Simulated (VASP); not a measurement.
The cell holds one Sb$_{2}$Te$_{3}$ (tetradymite) bilayer, with vacuum along c. Ionisation potential and electron affinity count from the cell's own band edges, surface states included.

Input:

```
Sb2Te3
1.0
    4.23291     0.00000     0.00000
   -2.11646     3.66581     0.00000
    0.00000     0.00000    32.76899
Sb Te
4 6
Direct
  0.33333   0.66667   0.28893
  0.00000   0.00000   0.40802
  0.00000   0.00000   0.59198
  0.66667   0.33333   0.71107
  0.00000   0.00000   0.23770
  0.66667   0.33333   0.34837
  0.66667   0.33333   0.53964
  0.33333   0.66667   0.46036
  0.33333   0.66667   0.65163
  0.00000   0.00000   0.76230
```

All values below come from LDA (Ceperley-Alder, Perdew-Zunger), VASP's LDA PAW potentials (set 64) (plane waves; VASP). Settings: 400 eV cut-off, 12×12×1 Γ-centred mesh, Gaussian smearing of 0.050 eV, potentials Sb Te.

Unless said otherwise, spin-orbit coupling is left out, though it shifts the bands of the heavy elements here.

Task: Predict its energy to cut it from the bulk, per area, ionisation potential, electron affinity, band gap (on the k-mesh).

Result: 
```json
{
 "energy_to_cut_it_from_the_bulk_per_area": "21.4 meV/Å²",
 "ionisation_potential": "4.96 eV",
 "electron_affinity": "4.60 eV",
 "band gap (on the k-mesh)": "0.37 eV"
}
```

The cell is a sheet with vacuum, built from Sb2Te3 (tetradymite).
